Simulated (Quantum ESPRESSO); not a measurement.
# Ga in Quantum ESPRESSO: a series of runs

The runs below take Ga through work function, with PBE.

Program: Quantum ESPRESSO 7.5. These are calculated values, not measurements. Logs are shortened: lines on timing, memory, paths and dates and some standing lists are left out, and cuts for length are marked.

## 1. The slab as given

The cell holds a slab with vacuum, 5 atoms: a = 2.808 Å, b = 2.985 Å, c = 24.504 Å, α = 90.00°, β = 90.00°, γ = 118.06°.

The slab is cut from a database's or a generator's crystal, which needn't be the stable form of the element.

## 2. Work function, PBE

File pw.in:

```
&CONTROL
  calculation = 'scf'
  prefix = 'pwscf'
  outdir = './tmp'
  pseudo_dir = './pseudo'
  tprnfor = .true.
  disk_io = 'low'
/
&SYSTEM
  ibrav = 0
  celldm(1) = 8
  nat = 5
  ntyp = 1
  ecutwfc = 24
  nbnd = 43
  occupations = 'smearing'
  smearing = 'fd'
  degauss = 0.00367493
/
&ELECTRONS
  conv_thr = 5d-09
  electron_maxstep = 150
  mixing_beta = 0.3
  mixing_mode = 'local-TF'
/
ATOMIC_SPECIES
Ga    69.7230 Ga.upf
CELL_PARAMETERS alat
  0.6632938697436   0.0000000000000   0.0000000000000
 -0.3316469348718   0.6222685942613  -0.0000000000000
  0.0000000000000   0.0000000000000   5.7881883849425
ATOMIC_POSITIONS crystal
Ga     0.2840509264    0.5681018529    0.3060747377
Ga     0.5681018529    0.1362037057    0.4030373689
Ga     0.8521527793    0.7043055586    0.5000000000
Ga     0.1362037057    0.2724074115    0.5969626311
Ga     0.4202546322    0.8405092644    0.6939252623
K_POINTS automatic
11 11 1 0 0 0
```

File pp_density.in:

```
&INPUTPP
  prefix = 'pwscf'
  outdir = './tmp'
  filplot = 'density.dat'
  plot_num = 0
/
&PLOT
  nfile = 1
  filepp(1) = 'density.dat'
  iflag = 3
  output_format = 6
  fileout = 'density.cube'
/
```

File pp_potential.in:

```
&INPUTPP
  prefix = 'pwscf'
  outdir = './tmp'
  filplot = 'potential.dat'
  plot_num = 11
/
&PLOT
  nfile = 1
  filepp(1) = 'potential.dat'
  iflag = 3
  output_format = 6
  fileout = 'potential.cube'
/
```

File pp_elf.in:

```
&INPUTPP
  prefix = 'pwscf'
  outdir = './tmp'
  filplot = 'elf.dat'
  plot_num = 8
/
&PLOT
  nfile = 1
  filepp(1) = 'elf.dat'
  iflag = 3
  output_format = 6
  fileout = 'elf.cube'
/
```

Potentials or basis: PseudoDojo 0.4.1 SR PBE standard.

On the command line:

```
$ OMP_NUM_THREADS=1 mpirun -n 2 pw.x -nk 2 -in pw.in > pw.out
$ OMP_NUM_THREADS=1 mpirun -n 1 pp.x -in pp_density.in > pp_density.out
$ OMP_NUM_THREADS=1 mpirun -n 1 pp.x -in pp_potential.in > pp_potential.out
$ OMP_NUM_THREADS=1 mpirun -n 1 pp.x -in pp_elf.in > pp_elf.out
```

pw.out:

```text
This program is part of the open-source Quantum ESPRESSO suite
     for quantum simulation of materials; please cite
         "P. Giannozzi et al., J. Phys.:Condens. Matter 21 395502 (2009);
         "P. Giannozzi et al., J. Phys.:Condens. Matter 29 465901 (2017);
         "P. Giannozzi et al., J. Chem. Phys. 152 154105 (2020);
     in publications or presentations arising from this work. More details at

     Message from routine setup:
     using ibrav=0 with symmetry is DISCOURAGED, use correct ibrav instead

     K-points division:     npool     =       2
     Subspace diagonalization in iterative solution of the eigenvalue problem:
     a serial algorithm will be used

     G-vector sticks info
     --------------------
     sticks:   dense  smooth     PW     G-vecs:    dense   smooth      PW
     Sum         199     199     69                19423    19423    3861

     Using Slab Decomposition

     bravais-lattice index     =            0
     lattice parameter (alat)  =       8.0000  a.u.
     unit-cell volume          =    1223.1972 (a.u.)^3
     number of atoms/cell      =            5
     number of atomic types    =            1
     number of electrons       =        65.00
     number of Kohn-Sham states=           43
     kinetic-energy cutoff     =      24.0000  Ry
     charge density cutoff     =      96.0000  Ry
     scf convergence threshold =      5.0E-09
     mixing beta               =       0.3000
     number of iterations used =            8  local-TF  mixing
     Exchange-correlation= PBE
                           (   1   4   3   4   0   0   0)

     celldm(1)=   8.000000  celldm(2)=   0.000000  celldm(3)=   0.000000
     celldm(4)=   0.000000  celldm(5)=   0.000000  celldm(6)=   0.000000

     crystal axes: (cart. coord. in units of alat)
               a(1) = (   0.663294   0.000000   0.000000 )
               a(2) = (  -0.331647   0.622269  -0.000000 )
               a(3) = (   0.000000   0.000000   5.788188 )

     reciprocal axes: (cart. coord. in units 2 pi/alat)
               b(1) = (  1.507627  0.803512 -0.000000 )
               b(2) = (  0.000000  1.607023  0.000000 )
               b(3) = ( -0.000000  0.000000  0.172766 )

     PseudoPot. # 1 for Ga read from file:
     Ga.upf
     Pseudo is Norm-conserving + core correction, Zval = 13.0
     Generated using ONCVPSP code by D. R. Hamann
     Using radial grid of 1902 points,  6 beta functions with:
                l(1) =   0
                l(2) =   0
                l(3) =   1
                l(4) =   1
                l(5) =   2
                l(6) =   2

     atomic species   valence    mass     pseudopotential
     Ga               13.00    69.72300     Ga( 1.00)

      2 Sym. Ops. (no inversion) found

   Cartesian axes

     site n.     atom                  positions (alat units)
         1        Ga     tau(   1) = (  -0.0000000   0.3535119   1.7716182  )
         2        Ga     tau(   2) = (   0.3316469   0.0847553   2.3328562  )
         3        Ga     tau(   3) = (   0.3316469   0.4382672   2.8940942  )
         4        Ga     tau(   4) = (  -0.0000000   0.1695106   3.4553322  )
         5        Ga     tau(   5) = (  -0.0000000   0.5230225   4.0165701  )

     number of k points=    36  Fermi-Dirac smearing, width (Ry)=  0.0037
                       cart. coord. in units 2pi/alat
        k(    1) = (   0.0000000   0.0000000   0.0000000), wk =   0.0165289
        k(    2) = (   0.0000000   0.1460930   0.0000000), wk =   0.0330579
        k(    3) = (   0.0000000   0.2921860   0.0000000), wk =   0.0330579
        k(    4) = (   0.0000000   0.4382790   0.0000000), wk =   0.0330579
        k(    5) = (   0.0000000   0.5843720   0.0000000), wk =   0.0330579
        k(    6) = (   0.0000000   0.7304650   0.0000000), wk =   0.0330579
[... 28 lines left out ...]
        k(   35) = (   0.6852852  -0.2191395   0.0000000), wk =   0.0661157
        k(   36) = (   0.6852852  -0.0730465   0.0000000), wk =   0.0661157

     Dense  grid:    19423 G-vectors     FFT dimensions: (  18,  18, 150)

     Check: negative core charge=   -0.000029

     Initial potential from superposition of free atoms

     starting charge      64.9866, renormalised to      65.0000

     negative rho (up, down):  3.351E-01 0.000E+00
     Starting wfcs are   45 randomized atomic wfcs

     Self-consistent Calculation

     iteration #  1     ecut=    24.00 Ry     beta= 0.30
     Davidson diagonalization with overlap
     ethr =  1.00E-02,  avg # of iterations =  5.6

     negative rho (up, down):  2.192E-01 0.000E+00

     total energy              =    -697.16964325 Ry
     estimated scf accuracy    <      57.85021008 Ry

     iteration #  2     ecut=    24.00 Ry     beta= 0.30
     Davidson diagonalization with overlap
     ethr =  1.00E-02,  avg # of iterations =  2.0

     negative rho (up, down):  7.247E-02 0.000E+00

     total energy              =    -685.51326308 Ry
     estimated scf accuracy    <      25.58282080 Ry
[... 119 lines left out ...]
     total energy              =    -685.85334565 Ry
     estimated scf accuracy    <       0.00000004 Ry

     iteration # 18     ecut=    24.00 Ry     beta= 0.30
     Davidson diagonalization with overlap
     ethr =  6.04E-11,  avg # of iterations =  2.0

     total energy              =    -685.85334565 Ry
     estimated scf accuracy    <       0.00000001 Ry

     iteration # 19     ecut=    24.00 Ry     beta= 0.30
     Davidson diagonalization with overlap
     ethr =  1.60E-11,  avg # of iterations =  2.0

     End of self-consistent calculation

          k = 0.0000 0.0000 0.0000 (  2427 PWs)   bands (ev):

   -11.9755 -11.7697 -11.2098 -11.0435 -10.7306 -10.4636 -10.3874 -10.2885
   -10.2516  -9.9734  -9.9347  -9.9209  -9.7035  -9.2627  -9.2547  -8.9985
    -8.9866  -8.8675  -8.7687  -8.7284  -8.5896  -8.5024  -8.4421  -8.4321
    -8.3017  -8.0627  -7.8699  -7.0264  -5.5324  -3.9079   0.1054   2.2091
     4.8357   6.9192   7.6889   7.8498   9.4210   9.9565  10.6331  11.1546
    11.9420  12.0667  12.3502

          k = 0.0000 0.1461 0.0000 (  2437 PWs)   bands (ev):

   -11.4164 -11.2278 -11.1057 -11.0714 -10.7707 -10.7400 -10.5827 -10.5445
   -10.4626 -10.2613  -9.9190  -9.7298  -9.6554  -9.6177  -9.5629  -9.4110
    -9.3247  -9.3046  -9.0950  -8.8932  -8.8436  -8.6951  -8.5536  -8.4240
    -8.3600  -7.9505  -7.6294  -6.8648  -5.4011  -3.8235   0.3309   2.3665
     4.9319   7.0496   7.8435   7.9587   9.2789   9.4735   9.8682  10.0680
    10.8116  11.4555  12.1753
[... 291 lines left out ...]
   -11.6686 -11.3411 -11.0795 -10.9584 -10.8167 -10.6984 -10.6663 -10.6084
   -10.5392 -10.4216 -10.3192 -10.2434 -10.1100  -9.8171  -9.7002  -9.4015
    -9.3082  -9.1082  -8.8384  -8.6248  -8.5846  -8.4231  -8.3778  -8.3361
    -8.0370  -4.3928  -3.8774  -2.9997  -1.9264  -0.8971   0.8983   1.5861
     2.1107   2.8550   3.8344   4.7793   6.0420   7.1855   7.3574   7.6960
     7.9822   9.0039   9.5259

          k = 0.6853-0.0730 0.0000 (  2445 PWs)   bands (ev):

   -11.3367 -11.2349 -11.0773 -10.9616 -10.7919 -10.6285 -10.5865 -10.5089
   -10.3977 -10.2623 -10.2096 -10.1011 -10.0410  -9.9323  -9.8767  -9.8243
    -9.7334  -9.6895  -9.5108  -9.4652  -9.3841  -9.1253  -8.9221  -8.5362
    -8.4915  -4.7265  -4.2069  -3.2870  -2.1092  -0.9636   2.1696   2.7163
     3.0211   3.4460   3.7967   4.0393   5.5284   6.7486   6.8264   7.4534
     7.6736   7.8947   8.7453

     the Fermi energy is     2.8353 ev

!    total energy              =    -685.85334565 Ry
     estimated scf accuracy    <          3.1E-09 Ry
     smearing contrib. (-TS)   =      -0.00179144 Ry
     internal energy E=F+TS    =    -685.85155422 Ry

     The total energy is F=E-TS. E is the sum of the following terms:
     one-electron contribution =   -4354.32187507 Ry
     hartree contribution      =    2214.61943520 Ry
     xc contribution           =    -186.11204292 Ry
     ewald contribution        =    1639.96292857 Ry

     convergence has been achieved in  19 iterations

     Forces acting on atoms (cartesian axes, Ry/au):

     atom    1 type  1   force =     0.00000000    0.01584158    0.02670709
     atom    2 type  1   force =     0.00000000    0.00057923   -0.00000600
     atom    3 type  1   force =     0.00000000    0.00047184    0.00002696
     atom    4 type  1   force =     0.00000000   -0.00030255    0.00001033
     atom    5 type  1   force =     0.00000000   -0.01659010   -0.02673839

     Total force =     0.044216     Total SCF correction =     0.000322

=------------------------------------------------------------------------------=
   JOB DONE.
=------------------------------------------------------------------------------=
```

Run time: 53 s. Hardware: 2 MPI ranks of Arm Neoverse V2, shared host; peak memory 0.18 GiB.

The run converged, but some of its settings lie outside the range that counts as converged, so its numbers aren't taken as properties of the slab.

Results:

```
Free energy            : -9331.5101 eV
Largest force          : 0.809 eV/Å
Band gap on the k mesh : none (metal or under the smearing width)
```

Caveat: the cutoff lies well under what these potentials need, so the values aren't converged.

(Continued in part 2 of 4.)
